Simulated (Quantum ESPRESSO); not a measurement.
Set up this calculation in Quantum ESPRESSO 7.5, as the native input.

| Quantity | Value |
| --- | --- |
| Task | single point |
| Functional | PBE |
| Potentials or basis | GBRV 1.5 PBE |
| Cutoff | 612 eV |
| Density cutoff | 4898 eV |
| k mesh | 3 × 3 × 3 |
| Occupations | gaussian, width 0.05 eV |
| Spin | collinear spin, antiferromagnetic start |
| Starting moments | [4.0, 0.0, 0.0, -4.0, -0.0, -0.0] μB |
| Hubbard terms | Pt d U = 4 eV |
| Hubbard projectors | atomic |
| Double | 2 |
| Start of the occupations | random8 |
| Moments locked | none |
| Magnetic state asked for | afm_doubled |
| Symmetry | off |
| Formal shell electrons | 1 d6, 4 d6 |
| Iterations with occupations held | 8 |
| Nosym | yes |
| SCF threshold | 1.5e-06 Ry |
| Most SCF iterations | 100 |
| Mixing ndim | 20 |
| Mixing beta | 0.7 |

The system is PtSe2.

```
CELL_PARAMETERS angstrom
0.00000 3.12178 3.12178
3.12178 0.00000 3.12178
6.24356 6.24356 0.00000
ATOMIC_POSITIONS crystal
Pt 0.00000 0.00000 0.00000
Se 0.25000 0.25000 0.12500
Se 0.75000 0.75000 0.37500
Pt 0.00000 0.00000 0.50000
Se 0.25000 0.25000 0.62500
Se 0.75000 0.75000 0.87500
```

Measurements of this composition are mostly on another form, of space group No. 164.

One way to write it, as run:

pw.in

```
&CONTROL
  calculation = 'scf'
  prefix = 'pwscf'
  outdir = './tmp'
  pseudo_dir = './pseudo'
  tprnfor = .true.
  disk_io = 'low'
/
&SYSTEM
  ibrav = 0
  nat = 6
  ntyp = 4
  ecutwfc = 45
  ecutrho = 360
  nbnd = 41
  occupations = 'smearing'
  smearing = 'gaussian'
  degauss = 0.00367493
  nspin = 2
  starting_magnetization(1) = 0.25
  starting_magnetization(2) = 0
  starting_magnetization(3) = -0.25
  starting_magnetization(4) = -0
  nosym = .true.
/
&ELECTRONS
  conv_thr = 1.5d-06
  electron_maxstep = 100
  mixing_beta = 0.7
  mixing_ndim = 20
  startingpot = 'file'
  mixing_fixed_ns = 8
/
ATOMIC_SPECIES
Pt1  195.0840 pt_pbe_v1.4.uspp.F.UPF
Se1   78.9710 se_pbe_v1.uspp.F.UPF
Pt2  195.0840 pt_pbe_v1.4.uspp.F.UPF
Se2   78.9710 se_pbe_v1.uspp.F.UPF
CELL_PARAMETERS angstrom
   0.0000000000    3.1217813700    3.1217813700
   3.1217813700    0.0000000000    3.1217813700
   6.2435627400    6.2435627400    0.0000000000
ATOMIC_POSITIONS crystal
Pt1    0.0000000000    0.0000000000    0.0000000000
Se1    0.2500000000    0.2500000000    0.1250000000
Se1    0.7500000000    0.7500000000    0.3750000000
Pt2    0.0000000000    0.0000000000    0.5000000000
Se2    0.2500000000    0.2500000000    0.6250000000
Se2    0.7500000000    0.7500000000    0.8750000000
K_POINTS automatic
3 3 3 0 0 0
HUBBARD {atomic}
U Pt1-5d 4.0
U Pt2-5d 4.0
```

pp_density.in

```
&INPUTPP
  prefix = 'pwscf'
  outdir = './tmp'
  filplot = 'density.dat'
  plot_num = 0
/
&PLOT
  nfile = 1
  filepp(1) = 'density.dat'
  iflag = 3
  output_format = 6
  fileout = 'density.cube'
/
```

pp_potential.in

```
&INPUTPP
  prefix = 'pwscf'
  outdir = './tmp'
  filplot = 'potential.dat'
  plot_num = 11
/
&PLOT
  nfile = 1
  filepp(1) = 'potential.dat'
  iflag = 3
  output_format = 6
  fileout = 'potential.cube'
/
```

pp_spin.in

```
&INPUTPP
  prefix = 'pwscf'
  outdir = './tmp'
  filplot = 'spin.dat'
  plot_num = 6
/
&PLOT
  nfile = 1
  filepp(1) = 'spin.dat'
  iflag = 3
  output_format = 6
  fileout = 'spin.cube'
/
```

start.in

```
&CONTROL
  calculation = 'scf'
  prefix = 'pwscf'
  outdir = './tmp'
  pseudo_dir = './pseudo'
  disk_io = 'nowf'
/
&SYSTEM
  ibrav = 0
  nat = 6
  ntyp = 4
  ecutwfc = 45
  ecutrho = 360
  nbnd = 41
  occupations = 'smearing'
  smearing = 'gaussian'
  degauss = 0.00367493
  nspin = 2
  starting_magnetization(1) = 0.25
  starting_magnetization(2) = 0
  starting_magnetization(3) = -0.25
  starting_magnetization(4) = -0
  nosym = .true.
/
&ELECTRONS
  conv_thr = 1.5d-06
  electron_maxstep = 1
  mixing_beta = 0.7
  mixing_ndim = 20
  scf_must_converge = .false.
/
ATOMIC_SPECIES
Pt1  195.0840 pt_pbe_v1.4.uspp.F.UPF
Se1   78.9710 se_pbe_v1.uspp.F.UPF
Pt2  195.0840 pt_pbe_v1.4.uspp.F.UPF
Se2   78.9710 se_pbe_v1.uspp.F.UPF
CELL_PARAMETERS angstrom
   0.0000000000    3.1217813700    3.1217813700
   3.1217813700    0.0000000000    3.1217813700
   6.2435627400    6.2435627400    0.0000000000
ATOMIC_POSITIONS crystal
Pt1    0.0000000000    0.0000000000    0.0000000000
Se1    0.2500000000    0.2500000000    0.1250000000
Se1    0.7500000000    0.7500000000    0.3750000000
Pt2    0.0000000000    0.0000000000    0.5000000000
Se2    0.2500000000    0.2500000000    0.6250000000
Se2    0.7500000000    0.7500000000    0.8750000000
K_POINTS automatic
3 3 3 0 0 0
HUBBARD {atomic}
U Pt1-5d 4.0
U Pt2-5d 4.0
```

occup.txt

```
 1.0000  0.0000  0.0000  0.0000  0.0000
 0.0000  1.0000  0.0000  0.0000  0.0000
 0.0000  0.0000  1.0000  0.0000  0.0000
 0.0000  0.0000  0.0000  1.0000  0.0000
 0.0000  0.0000  0.0000  0.0000  1.0000
 0.1743  0.2605  0.2539  0.0331  0.1025
 0.2605  0.3894  0.3795  0.0495  0.1532
 0.2539  0.3795  0.3698  0.0482  0.1493
 0.0331  0.0495  0.0482  0.0063  0.0195
 0.1025  0.1532  0.1493  0.0195  0.0602
 0.0000  0.0000  0.0000  0.0000  0.0000
 0.0000  0.0000  0.0000  0.0000  0.0000
 0.0000  0.0000  0.0000  0.0000  0.0000
 0.0000  0.0000  0.0000  0.0000  0.0000
 0.0000  0.0000  0.0000  0.0000  0.0000
 0.0000  0.0000  0.0000  0.0000  0.0000
 0.0000  0.0000  0.0000  0.0000  0.0000
 0.0000  0.0000  0.0000  0.0000  0.0000
 0.0000  0.0000  0.0000  0.0000  0.0000
 0.0000  0.0000  0.0000  0.0000  0.0000
 0.0000  0.0000  0.0000  0.0000  0.0000
 0.0000  0.0000  0.0000  0.0000  0.0000
 0.0000  0.0000  0.0000  0.0000  0.0000
 0.0000  0.0000  0.0000  0.0000  0.0000
 0.0000  0.0000  0.0000  0.0000  0.0000
 0.0000  0.0000  0.0000  0.0000  0.0000
 0.0000  0.0000  0.0000  0.0000  0.0000
 0.0000  0.0000  0.0000  0.0000  0.0000
 0.0000  0.0000  0.0000  0.0000  0.0000
 0.0000  0.0000  0.0000  0.0000  0.0000
 0.0007 -0.0226  0.0075  0.0103 -0.0016
-0.0226  0.7548 -0.2512 -0.3442  0.0548
 0.0075 -0.2512  0.0836  0.1145 -0.0182
 0.0103 -0.3442  0.1145  0.1570 -0.0250
-0.0016  0.0548 -0.0182 -0.0250  0.0040
 1.0000  0.0000  0.0000  0.0000  0.0000
 0.0000  1.0000  0.0000  0.0000  0.0000
 0.0000  0.0000  1.0000  0.0000  0.0000
 0.0000  0.0000  0.0000  1.0000  0.0000
 0.0000  0.0000  0.0000  0.0000  1.0000
 0.0000  0.0000  0.0000  0.0000  0.0000
 0.0000  0.0000  0.0000  0.0000  0.0000
 0.0000  0.0000  0.0000  0.0000  0.0000
 0.0000  0.0000  0.0000  0.0000  0.0000
 0.0000  0.0000  0.0000  0.0000  0.0000
 0.0000  0.0000  0.0000  0.0000  0.0000
 0.0000  0.0000  0.0000  0.0000  0.0000
 0.0000  0.0000  0.0000  0.0000  0.0000
 0.0000  0.0000  0.0000  0.0000  0.0000
 0.0000  0.0000  0.0000  0.0000  0.0000
 0.0000  0.0000  0.0000  0.0000  0.0000
 0.0000  0.0000  0.0000  0.0000  0.0000
 0.0000  0.0000  0.0000  0.0000  0.0000
 0.0000  0.0000  0.0000  0.0000  0.0000
 0.0000  0.0000  0.0000  0.0000  0.0000
 0.0000  0.0000  0.0000  0.0000  0.0000
 0.0000  0.0000  0.0000  0.0000  0.0000
 0.0000  0.0000  0.0000  0.0000  0.0000
 0.0000  0.0000  0.0000  0.0000  0.0000
 0.0000  0.0000  0.0000  0.0000  0.0000
```

Potentials or basis: GBRV 1.5 PBE.

Launch:

```sh
$ OMP_NUM_THREADS=1 mpirun -n 2 pw.x -nk 2 -in start.in > start.out
$ cp occup.txt tmp/pwscf.save/occup.txt
$ OMP_NUM_THREADS=1 mpirun -n 2 pw.x -nk 2 -in pw.in > pw.out
$ OMP_NUM_THREADS=1 mpirun -n 1 pp.x -in pp_density.in > pp_density.out
$ OMP_NUM_THREADS=1 mpirun -n 1 pp.x -in pp_potential.in > pp_potential.out
$ OMP_NUM_THREADS=1 mpirun -n 1 pp.x -in pp_spin.in > pp_spin.out
```

Results of the run:

The band gap on the k mesh is none (metal or under the smearing width) and the net moment is -0.06 μB per cell. The absolute moment is 0.12 μB per cell. The site moments are Pt +0.01, -0.04; Se +0.00, -0.01 μB. The valence electrons inside the program's atomic spheres are Pt 13.85; Se 4.10.

Caveat: the k mesh is coarse (spacing up to 0.58 Å⁻¹), so the values aren't converged; the moment fell far below its start of 4 μB, so a state of higher moment may lie lower in energy.

Wall time 6.2 min on 2 MPI ranks on Arm Neoverse V1, with other jobs on the host, peak memory 0.72 GiB a rank.
